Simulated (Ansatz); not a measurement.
What DFT gives for TiPbO3

```
Pb Ti O
1.0
     3.94047    0.00000    3.94047
     0.00000    3.94047    0.00000
     3.94047    0.00000   -3.94047
Pb Ti O
2 2 6
Cartesian
  0.0000 0.0000 0.0000
  3.9405 0.0000 0.0000
  1.9702 1.9702 -1.9702
  1.9702 1.9702 1.9702
  3.9405 1.9702 -1.9702
  3.9405 1.9702 1.9702
  1.9702 0.0000 -1.9702
  1.9702 0.0000 1.9702
  1.9702 1.9702 0.0000
  5.9107 1.9702 0.0000
```

The numbers come from plane-wave PAW DFT (Ansatz): r2SCAN, with U = 6.24 eV and J = 0.48 eV on Ti d (all-electron-ortho-atomic projectors), no spin polarisation, 500 eV, 5×7×5 Γ-centred k points, fermi-dirac occupations (width 0.1 eV). Nothing was relaxed.

Question: Describe some of the short contacts.

Answer: Ti–O at 1.97 Å: least valence density 0.68 e/Å³ and ELF 0.21 there. Pb–O at 2.79 Å: least valence density 0.17 e/Å³ and ELF 0.10 there, a closed-shell (ionic or weak) contact. These are pseudo-fields; inside the PAW spheres they differ from the all-electron ones.

Question: Are the atoms at rest?

Answer: The forces vanish by the symmetry of the sites.

Question: Metal or insulator? Give the gap.

Answer: The gap is 2.80 eV, indirect (the least direct gap found is 2.80 eV).

Question: What does the stress say?

Answer: The pressure is 1.5 GPa (compression positive), so with the atoms held at these fractions the cell would first expand.

Question: Give the Bader charges.

Answer: Bader charges in e: Ti +2.53, Pb +1.43, O -1.32. In the mean Ti gives up most and O takes most.

Question: Which orbitals make up the band edges?

Answer: Within 0.7 eV of the edges, the states project mainly on O p (87 %) below the gap and on Ti d (88 %) above it.

Origin: a database entry at a rescaled volume. Caveats: no spin-orbit coupling, which can shift this gap by tenths of an eV.
